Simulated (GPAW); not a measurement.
# GaP (F-43m) in GPAW: settings compared

Aim: see how the results for GaP move with the level of theory and the settings. Levels: PBE, PBEsol, PBEsol+D3. Tasks: relaxation of the atoms, relaxation of cell and atoms.

All numbers are computed with GPAW 26.7.0; they aren't measurements. Logs are shortened: lines on timing, memory, paths and dates and some standing lists are left out, and cuts for length are marked. The log counts tension as positive stress, the text compression.

## 1. The crystal as given

Symmetry: F-43m, No. 216, cubic system. Conventional cell: a = 5.451 Å, b = 5.451 Å, c = 5.451 Å, α = 90.00°, β = 90.00°, γ = 90.00°. Ga (site symmetry -43m) is surrounded by 4 P at 2.36 Å. Around P (site symmetry -43m) lie 4 Ga at 2.36 Å.

## 2. Relaxation of the atoms, PBE (strain = 0.04)

The input, run.py:

```python
from ase.io import read, write
from ase.optimize import BFGS
from gpaw import GPAW, PW

atoms = read('POSCAR')

calc = GPAW(mode=PW(600),
            xc='PBE',
            kpts={'size': (8, 8, 8), 'gamma': True},
            occupations={'name': 'fermi-dirac', 'width': 0.05},
            nbands=11,
            convergence={'density': 1e-05, 'forces': 0.0001},
            maxiter=150,
            txt='gpaw.txt')
atoms.calc = calc
opt = BFGS(atoms, trajectory='relax.traj', logfile='-')
done = opt.run(fmax=0.02, steps=60)
calc.write('gs.gpw')
write('result.traj', atoms)
print('Converged:', done)
print('Cell:', atoms.cell.cellpar().round(4))
print('Volume:', round(atoms.get_volume(), 4))
print(atoms.get_scaled_positions().round(5))
```

The input, POSCAR:

```
GaP
1.0
    0.0000000000      2.7252500000      2.7252500000
    2.8342600000      0.0000000000      2.7252500000
    2.8342600000      2.7252500000      0.0000000000
Ga P
1 1
Direct
    0.0000000000      0.0000000000      0.0000000000
    0.7500000000      0.7500000000      0.7500000000
```

Potentials or basis: GPAW PAW data sets (gpaw-data 1.2.1), pw.

Command:

```
OMP_NUM_THREADS=1 python run.py
```

gpaw.txt:

```text
__  _  _
 | _ |_)|_||  |
 |__||  | ||/\| - 26.7.0

Input parameters:
  mode=PW(ecut=600.0),
  convergence={'density': 1e-05, 'forces': 0.0001},
  kpts=MonkhorstPack(size=(8, 8, 8), gamma=True),
  maxiter=150,
  nbands=11,
  occupations=Occupations(name='fermi-dirac', width=0.05),
  xc=XC(name='PBE')

Diagonalizing LCAO Hamiltonian
Converting LCAO to pw mode

                    P

       Ga

Atoms  # Å, Bohr magnetons
|   | symbol |        x |        y |        z |    initial magnetic moments |
|---|--------|----------|----------|----------|-----------------------------|
| 0 |     Ga | 0.000000 | 0.000000 | 0.000000 | ( 0.0000,  0.0000,  0.0000) |
| 1 |      P | 4.251390 | 4.087875 | 4.087875 | ( 0.0000,  0.0000,  0.0000) |

Unit cell  # Å
| periodic |        x |        y |        z |  lengths |    angles |
|----------|----------|----------|----------|----------|-----------|
|      yes | 0.000000 | 2.725250 | 2.725250 | 3.854086 | 58.694555 |
|      yes | 2.834260 | 0.000000 | 2.725250 | 3.931923 | 60.652722 |
|      yes | 2.834260 | 2.725250 | 0.000000 | 3.931923 | 60.652722 |

Number of symmetries: 8
Symmetry operations  # r_c * U_cc + t_c -> r_c
|   | kind |            matrix            |
|---|------|------------------------------|
| 0 |  E   |  1, 0, 0,  0, 1, 0,  0, 0, 1 |
| 1 |  σ   |  1, 0, 0,  0, 0, 1,  0, 1, 0 |
| 2 |  C2  |  0, 1,-1,  1, 0,-1,  0, 0,-1 |
| 3 |  S4  |  0, 1,-1,  0, 0,-1,  1, 0,-1 |
| 4 |  S4  |  0,-1, 1,  1,-1, 0,  0,-1, 0 |
| 5 |  C2  |  0,-1, 1,  0,-1, 0,  1,-1, 0 |
| 6 |  σ   | -1, 0, 0, -1, 1, 0, -1, 0, 1 |
| 7 |  C2  | -1, 0, 0, -1, 0, 1, -1, 1, 0 |

BZ-sampling:
  Number of BZ points: 512
  Number of IBZ points: 59

  Monkhorst-Pack size: [8, 8, 8]
  Monkhorst-Pack shift: [0.0625, 0.0625, 0.0625]

K-points  # in reciprocal-cell coordinates
|     |                                coordinates |     weight |
|-----|--------------------------------------------|------------|
|   0 | (  0.00000000,   0.00000000,   0.00000000) | 0.00195312 |
|   1 | (  0.00000000,   0.12500000,   0.12500000) | 0.00390625 |
|   2 | (  0.00000000,   0.25000000,   0.25000000) | 0.00390625 |
|   3 | (  0.00000000,   0.37500000,   0.37500000) | 0.00390625 |
|   4 | (  0.00000000,   0.50000000,   0.50000000) | 0.00195312 |
|   5 | (  0.12500000,   0.12500000,   0.00000000) | 0.00781250 |
|   6 | (  0.12500000,   0.12500000,   0.12500000) | 0.01562500 |
|   7 | (  0.12500000,   0.25000000,   0.12500000) | 0.01562500 |
|   8 | (  0.12500000,   0.25000000,   0.25000000) | 0.01562500 |
|   9 | (  0.12500000,   0.37500000,   0.25000000) | 0.01562500 |
| ... |                                            |            |
|  58 | (  0.50000000,   0.50000000,   0.50000000) | 0.00781250 |

Plane wave coefficients: 1428
Cutoff: 600.0 eV

Spin-components: 1 (collinear spins)
Bands:           11
Projectors:      10
Spin-degeneracy: 2
Datatype:        complex128

Parallelization:
  kpt:    1
  domain: 1
  band:   1

Density:
  Valence electrons: 8.0
  Components: 1
  Grid points: [24 24 24]
  Charge: 0.0  # |e|

Potential:
  Grid points: [24 24 24]

species:
  Ga:
    name:    Gallium
    Z:       31.0
    valence: 3
    core:    28
    charge:  0.0  # [|e|]
    compensation charges:
      type: gauss
      rc: 0.37  # [Å]
      lmax: 2
    cutoffs:
      filter: 2.06  # [Å]
      core: 4.17  # [Å]
    projectors
    | kind |    occ | energy [eV] | rcut [Å] |
    |------|--------|-------------|----------|
    |   4s |  2.000 |      -8.945 |    1.164 |
    |   4p |  1.000 |      -2.580 |    1.164 |
    |    s |        |      18.266 |    1.164 |
    |    p |        |      24.631 |    1.164 |
    |    d |        |       0.000 |    1.164 |

    Using partial waves for Ga as LCAO basis

  P:
    name:    Phosphorus
    Z:       15.0
    valence: 5
    core:    10
    charge:  0.0  # [|e|]
    compensation charges:
      type: gauss
      rc: 0.30  # [Å]
      lmax: 2
    cutoffs:
      filter: 1.69  # [Å]
      core: 1.81  # [Å]
    projectors
    | kind |    occ | energy [eV] | rcut [Å] |
    |------|--------|-------------|----------|
    |   3s |  2.000 |     -13.968 |    0.953 |
    |   3p |  3.000 |      -5.506 |    0.953 |
    |    s |        |      13.244 |    0.953 |
    |    p |        |      21.705 |    0.953 |
    |    d |        |       0.000 |    0.953 |

    Using partial waves for P as LCAO basis

Reference energy: -62187.585188  # eV

eigensolver:
  PPCG
  Converge bands: occupied
  niter=2

density mixing:
  MSR1-Mixer
  Pratt-step length: 0.05
  Maximum mixing coefficient: 0.75
  Old densities: 10
  SVD Regularization: 0.005
  Good broyden scale: 1.0
  Trust region scale: 1.0
  Backstep threshold: 4.0
  History deletion threshold: 6.0
  Fourier metric: weight=20.0, sigma=0.015

occupation numbers:
  Fermi-Dirac:
    width: 0.0500  # eV

poisson solver:
  ecut: 4800.0  # eV

xc functional:
  name: PBE with 2 nearest neighbor stencil

convergence criteria:
- Maximum integral of absolute [dens]ity change: 1e-05 electrons / valence electron
- Maximum change in the atomic [forces] across last 2 cycles: 0.0001 eV/Ang OR
Maximum error relative to the maximum force is below inf
- Maximum [total energy] change in last 3 cyles: 0.0005 eV / valence electron
- Maximum integral of absolute [eigenst]ate change: 4e-08 eV^2 / valence electron
maximum number of iterations: 150

SCF iterations
|iter     | |      energy | eigst |  dens |force |
|---------|-|-------------|-------|-------|------|
|iter:   1| |   -9.231503 | -0.30 |       |      |
|iter:   2| |   -9.197557 | -2.35 | -0.84 |      |
|iter:   3| |   -9.053840 | -1.92 | -0.87 |      |
|iter:   4| |   -9.054859 | -3.51 | -1.52 |      |
|iter:   5| |   -9.055080c| -4.37 | -2.06 |      |
|iter:   6| |   -9.055116c| -5.65 | -2.81 |      |
|iter:   7| |   -9.055116c| -7.24 | -3.86 |      |
|iter:   8| |   -9.055116c| -7.64c| -4.46 |      |
|iter:   9| |   -9.055116c| -8.66c| -5.33c|      |
|iter:  10| |   -9.055116c| -9.24c| -5.91c|-16.17c|

Converged in 10 steps
Energy contributions relative to reference atoms: (reference = -62187.585188)

Energy contributions:
  Kinetic:          19.552356
  Coulomb:         -17.381753
  Zero:              0.013801
  External:          0.000000
  Xc:              -11.239521
  Entropy:          -0.000000
  Spinorbit:         0.000000
  ----------------------------
  Free energy:      -9.055116
  Extrapolated:     -9.055116

dipole moment: (-11.348532, -10.912050, -10.912050)  # |e|*Ang

Fermi level: 5.340
Eigenvalues  # (at kpt = [0.000, 0.000, 0.000])
| band index |      eig [eV] | occ [0-2] |
|------------|---------------|-----------|
|          0 |        -7.623 |     2.000 |
|          1 |         4.397 |     2.000 |
|          2 |         4.626 |     2.000 |
|          3 |         4.626 |     2.000 |
|          4 |         6.104 |     0.000 |
|          5 |         8.465 |     0.000 |
|          6 |         8.465 |     0.000 |
|          7 |         8.553 |     0.000 |
|          8 |        13.233 |     0.000 |
|          9 |        13.859 |     0.000 |
|         10 |        14.540 |     0.000 |

Gap: 1.478 eV
Transition (v -> c):
  (s=0, k=0, n=3, [0.00, 0.00, 0.00]) -> (s=0, k=0, n=4, [0.00, 0.00, 0.00])
No difference between direct/indirect transitions

Forces  # eV/Ang
|        x |        y |        z |
|----------|----------|----------|
|  0.00000 |  0.00000 |  0.00000 |  # Ga   0
| -0.00000 | -0.00000 | -0.00000 |  # P    1

# Writing to gs.gpw (mode='')
```

It took 15 s on 1 thread of Intel Xeon Platinum 8375C at 2.90GHz (Ice Lake), shared host; peak memory 0.17 GiB.

What came out:

* Free energy: -9.0551 eV
* Band gap on the k mesh: 1.48 eV, direct

Final structure:
```
Ga P
1.0
     0.00000    2.72525    2.72525
     2.83426    0.00000    2.72525
     2.83426    2.72525    0.00000
Ga P
1 1
Direct
  0.00000 0.00000 0.00000
  0.75000 0.75000 0.75000
```

Caveat: the data sets keep Ga 3d, Li 1s and Be 1s frozen, and some such compounds lay over 1.5 % in volume off other programs; the density grid can change from cell to cell, which puts small steps into energies and stress; the relaxation stopped at its first step, so nothing moved; later steps reuse the first step's grids. A k mesh can miss the band edges.

## 3. Relaxation of cell and atoms, PBEsol

The input, run.py:

```python
from ase import Atoms
from ase.filters import FrechetCellFilter
from ase.io import write
from ase.optimize import BFGS
from gpaw import GPAW, PW, setup_paths

setup_paths.insert(0, '.')

atoms = Atoms(['Ga', 'P'],
              cell=[[0.0, 2.72525, 2.72525],
                    [2.72525, 0.0, 2.72525],
                    [2.72525, 2.72525, 0.0]],
              scaled_positions=[[0.0, 0.0, 0.0],
                                [0.75, 0.75, 0.75]],
              pbc=True)

calc = GPAW(mode=PW(600),
            xc='PBEsol',
            kpts={'size': (8, 8, 8), 'gamma': True},
            occupations={'name': 'fermi-dirac', 'width': 0.05},
            nbands=11,
            convergence={'density': 1e-05, 'forces': 0.0001},
            maxiter=150,
            txt='gpaw.txt')
atoms.calc = calc
opt = BFGS(FrechetCellFilter(atoms), trajectory='relax.traj', logfile='-')
done = opt.run(fmax=0.02, steps=60)
calc.write('gs.gpw')
write('result.traj', atoms)
print('Converged:', done)
print('Cell:', atoms.cell.cellpar().round(4))
print('Volume:', round(atoms.get_volume(), 4))
print(atoms.get_scaled_positions().round(5))
```

Potentials or basis: PAW data sets generated in the run's folder for this functional, pw.

Command:

```
gpaw-setup -f PBEsol Ga P
OMP_NUM_THREADS=1 python run.py
```

gpaw.txt:

```text
__  _  _
 | _ |_)|_||  |
 |__||  | ||/\| - 26.7.0

Input parameters:
  mode=PW(ecut=600.0),
  convergence={'density': 1e-05, 'forces': 0.0001},
  kpts=MonkhorstPack(size=(8, 8, 8), gamma=True),
  maxiter=150,
  nbands=11,
  occupations=Occupations(name='fermi-dirac', width=0.05),
  xc=XC(name='PBEsol')

Diagonalizing LCAO Hamiltonian
Converting LCAO to pw mode

                    P

       Ga

Atoms  # Å, Bohr magnetons
|   | symbol |        x |        y |        z |    initial magnetic moments |
|---|--------|----------|----------|----------|-----------------------------|
| 0 |     Ga | 0.000000 | 0.000000 | 0.000000 | ( 0.0000,  0.0000,  0.0000) |
| 1 |      P | 4.087875 | 4.087875 | 4.087875 | ( 0.0000,  0.0000,  0.0000) |

Unit cell  # Å
| periodic |        x |        y |        z |  lengths |    angles |
|----------|----------|----------|----------|----------|-----------|
|      yes | 0.000000 | 2.725250 | 2.725250 | 3.854086 | 60.000000 |
|      yes | 2.725250 | 0.000000 | 2.725250 | 3.854086 | 60.000000 |
|      yes | 2.725250 | 2.725250 | 0.000000 | 3.854086 | 60.000000 |

Number of symmetries: 24
Symmetry operations  # r_c * U_cc + t_c -> r_c
|    | kind |            matrix            |
|----|------|------------------------------|
|  0 |  E   |  1, 0, 0,  0, 1, 0,  0, 0, 1 |
|  1 |  σ   |  1, 0, 0,  0, 0, 1,  0, 1, 0 |
|  2 |  σ   |  1, 0,-1,  0, 1,-1,  0, 0,-1 |
|  3 |  C3  |  1, 0,-1,  0, 0,-1,  0, 1,-1 |
|  4 |  C3  |  1,-1, 0,  0,-1, 1,  0,-1, 0 |
|  5 |  σ   |  1,-1, 0,  0,-1, 0,  0,-1, 1 |
|  6 |  σ   |  0, 1, 0,  1, 0, 0,  0, 0, 1 |
|  7 |  C3  |  0, 1, 0,  0, 0, 1,  1, 0, 0 |
|  8 |  C2  |  0, 1,-1,  1, 0,-1,  0, 0,-1 |
[... 202 lines left out ...]
Stress tensor  # eV/Ang^3
|         x |         y |         z |
|-----------|-----------|-----------|
| -0.009639 | -0.000000 | -0.000000 |
| -0.000000 | -0.009639 |  0.000000 |
| -0.000000 |  0.000000 | -0.009639 |

Forces  # eV/Ang
|        x |       y |        z |
|----------|---------|----------|
| -0.00000 | 0.00000 | -0.00000 |  # Ga   0
| -0.00000 | 0.00000 |  0.00000 |  # P    1

Interpolating wave functions to new cell

                    P

       Ga

Atoms  # Å, Bohr magnetons
|   | symbol |         x |        y |         z |    initial magnetic moments |
|---|--------|-----------|----------|-----------|-----------------------------|
| 0 |     Ga | -0.000000 | 0.000000 | -0.000000 | ( 0.0000,  0.0000,  0.0000) |
| 1 |      P |  4.093576 | 4.093576 |  4.093576 | ( 0.0000,  0.0000,  0.0000) |

Unit cell  # Å
| periodic |        x |        y |        z |  lengths |    angles |
|----------|----------|----------|----------|----------|-----------|
|      yes | 0.000000 | 2.729051 | 2.729051 | 3.859460 | 60.000000 |
|      yes | 2.729051 | 0.000000 | 2.729051 | 3.859460 | 60.000000 |
|      yes | 2.729051 | 2.729051 | 0.000000 | 3.859460 | 60.000000 |

Number of symmetries: 24
Symmetry operations  # r_c * U_cc + t_c -> r_c
|    | kind |            matrix            |
|----|------|------------------------------|
|  0 |  E   |  1, 0, 0,  0, 1, 0,  0, 0, 1 |
|  1 |  σ   |  1, 0, 0,  0, 0, 1,  0, 1, 0 |
|  2 |  σ   |  1, 0,-1,  0, 1,-1,  0, 0,-1 |
|  3 |  C3  |  1, 0,-1,  0, 0,-1,  0, 1,-1 |
|  4 |  C3  |  1,-1, 0,  0,-1, 1,  0,-1, 0 |
|  5 |  σ   |  1,-1, 0,  0,-1, 0,  0,-1, 1 |
|  6 |  σ   |  0, 1, 0,  1, 0, 0,  0, 0, 1 |
|  7 |  C3  |  0, 1, 0,  0, 0, 1,  1, 0, 0 |
|  8 |  C2  |  0, 1,-1,  1, 0,-1,  0, 0,-1 |
[... 200 lines left out ...]
Stress tensor  # eV/Ang^3
|         x |         y |         z |
|-----------|-----------|-----------|
| -0.007202 |  0.000000 |  0.000000 |
|  0.000000 | -0.007202 |  0.000000 |
|  0.000000 |  0.000000 | -0.007202 |

Forces  # eV/Ang
|        x |        y |        z |
|----------|----------|----------|
| -0.00000 | -0.00000 | -0.00000 |  # Ga   0
|  0.00000 | -0.00000 | -0.00000 |  # P    1

Interpolating wave functions to new cell

                    P

       Ga

Atoms  # Å, Bohr magnetons
|   | symbol |         x |         y |         z |    initial magnetic moments |
|---|--------|-----------|-----------|-----------|-----------------------------|
| 0 |     Ga | -0.000000 | -0.000000 | -0.000000 | ( 0.0000,  0.0000,  0.0000) |
| 1 |      P |  4.110754 |  4.110754 |  4.110754 | ( 0.0000,  0.0000,  0.0000) |

Unit cell  # Å
| periodic |         x |        y |         z |  lengths |    angles |
|----------|-----------|----------|-----------|----------|-----------|
|      yes | -0.000000 | 2.740503 |  2.740503 | 3.875656 | 60.000000 |
|      yes |  2.740503 | 0.000000 |  2.740503 | 3.875656 | 60.000000 |
|      yes |  2.740503 | 2.740503 | -0.000000 | 3.875656 | 60.000000 |

Number of symmetries: 24
Symmetry operations  # r_c * U_cc + t_c -> r_c
|    | kind |            matrix            |
|----|------|------------------------------|
|  0 |  E   |  1, 0, 0,  0, 1, 0,  0, 0, 1 |
|  1 |  σ   |  1, 0, 0,  0, 0, 1,  0, 1, 0 |
|  2 |  σ   |  1, 0,-1,  0, 1,-1,  0, 0,-1 |
|  3 |  C3  |  1, 0,-1,  0, 0,-1,  0, 1,-1 |
|  4 |  C3  |  1,-1, 0,  0,-1, 1,  0,-1, 0 |
|  5 |  σ   |  1,-1, 0,  0,-1, 0,  0,-1, 1 |
|  6 |  σ   |  0, 1, 0,  1, 0, 0,  0, 0, 1 |
|  7 |  C3  |  0, 1, 0,  0, 0, 1,  1, 0, 0 |
|  8 |  C2  |  0, 1,-1,  1, 0,-1,  0, 0,-1 |
[... 201 lines left out ...]
Stress tensor  # eV/Ang^3
|         x |         y |         z |
|-----------|-----------|-----------|
| -0.000151 |  0.000000 |  0.000000 |
|  0.000000 | -0.000151 |  0.000000 |
|  0.000000 |  0.000000 | -0.000151 |

Forces  # eV/Ang
|       x |        y |       z |
|---------|----------|---------|
| 0.00000 | -0.00000 | 0.00000 |  # Ga   0
| 0.00000 |  0.00000 | 0.00000 |  # P    1

# Writing to gs.gpw (mode='')
```

stdout:

```text
Step          Energy          fmax
BFGS:    0       -9.824438        0.195105
BFGS:    1       -9.825886        0.146388
BFGS:    2       -9.827810        0.003100
Converged: True
Cell: [ 3.8757  3.8757  3.8757 60.     60.     60.    ]
Volume: 41.1643
[[0.   0.   0.  ]
 [0.75 0.75 0.75]]
```

It took 17 s on 1 thread of Intel Xeon 6975P-C (Granite Rapids), shared host; peak memory 0.17 GiB.

What came out:

- Free energy: -9.8278 eV
- Relaxed volume: 20.58 Å³/atom
- Relaxed cell: a = 3.876 Å, b = 3.876 Å, c = 3.876 Å, α = 60.00°, β = 60.00°, γ = 60.00°
- Space group after relaxing (to 0.05 Å): F-43m (No. 216)
- Energy gained by relaxing: 1.7 meV/atom
- Ionic steps: 3
- Pressure after relaxing: 0.0 GPa
- Band gap on the k mesh: 1.56 eV, indirect (least direct gap 1.67 eV)

The path:
```csv
step,energy change (eV),largest force (eV/Å),pressure (GPa),volume (Å³)
1,0.0000,0.0000,1.54,40.48
2,-0.0014,0.0000,1.15,40.65
3,-0.0034,0.0000,0.02,41.16
```

Final structure:
```yaml
crystal:
  lattice:
    - [0.00000, 2.74050, 2.74050]
    - [2.74050, 0.00000, 2.74050]
    - [2.74050, 2.74050, 0.00000]
  atoms:
    - { symbol: Ga, position: [0.00000, 0.00000, 0.00000] }
    - { symbol: P, position: [0.75000, 0.75000, 0.75000] }
```

Caveat: the data sets keep Ga 3d, Li 1s and Be 1s frozen, and some such compounds lay over 1.5 % in volume off other programs; later steps reuse the first step's grids.

## 4. Relaxation of cell and atoms, PBEsol+D3

run.py: that of step 3 with these lines changed.

```diff
@@ -1,2 +1,3 @@
 from ase import Atoms
+from ase.calculators.mixing import SumCalculator
 from ase.filters import FrechetCellFilter
@@ -4,2 +5,3 @@
 from ase.optimize import BFGS
+from dftd3.ase import DFTD3
 from gpaw import GPAW, PW, setup_paths
@@ -24,3 +26,3 @@
             txt='gpaw.txt')
-atoms.calc = calc
+atoms.calc = SumCalculator([calc, DFTD3(method='pbesol', damping='d3zero')])
 opt = BFGS(FrechetCellFilter(atoms), trajectory='relax.traj', logfile='-')
```

Command:

```
gpaw-setup -f PBEsol Ga P
OMP_NUM_THREADS=1 python run.py
```

Wall time 7.7 s (1 thread of Intel Xeon 6975P-C (Granite Rapids), shared host); peak memory 0.15 GiB.

Results (log left out):

```
Free energy                : -10.1443 eV
Pressure after relaxing    : 0.2 GPa
Band gap on the k mesh     : 1.53 eV, indirect (least direct gap 1.81 eV)
Dispersion energy per atom : -0.160 eV
```

Final structure:
```
CELL_PARAMETERS angstrom
0.00000 2.72525 2.72525
2.72525 0.00000 2.72525
2.72525 2.72525 0.00000
ATOMIC_POSITIONS crystal
Ga 0.00000 0.00000 0.00000
P 0.75000 0.75000 0.75000
```

Levels at points of the mesh, in eV from the valence-band top:
```csv
k point,band 1,band 2,band 3,band 4,band 5,band 6,band 7
"(0.00, 0.00, 0.00)",-12.49,0.00,0.00,0.00,1.81,3.87,3.87
"(0.50, 0.50, 0.00)",-9.65,-6.77,-2.69,-2.69,1.53,1.75,10.58
"(0.50, 0.50, 0.50)",-10.55,-6.66,-1.12,-1.12,1.64,4.68,4.68
```

Caveat: the data sets keep Ga 3d, Li 1s and Be 1s frozen, and some such compounds lay over 1.5 % in volume off other programs; the relaxation stopped at its first step, so nothing moved; later steps reuse the first step's grids. PBEsol gaps usually lie below the measured ones, often by a third to a half.

## 5. Overview

```tsv
task	level	potentials or basis	cell	gap on the mesh (eV)	pressure (GPa)
relaxation of the atoms	PBE	GPAW PAW data sets (gpaw-data 1.2.1), pw	atoms relaxed from: strain = 0.04	1.48	-
relaxation of cell and atoms	PBEsol	PAW data sets generated in the run's folder for this functional, pw	relaxed	1.56	0.0
relaxation of cell and atoms	PBEsol+D3	PAW data sets generated in the run's folder for this functional, pw	relaxed	1.53	0.2
```

Alike in all rows: no spin polarisation; k mesh 8 × 8 × 8; cutoff (eV) 600; smearing fermi-dirac 0.05 eV.

Caveats: the data sets keep Ga 3d, Li 1s and Be 1s frozen, and some such compounds lay over 1.5 % in volume off other programs; later steps reuse the first step's grids; the relaxation stopped at its first step, so nothing moved (some runs); the density grid can change from cell to cell, which puts small steps into energies and stress (some runs).

Total energies depend on the potentials used, so only differences within one code and one set of settings carry meaning.
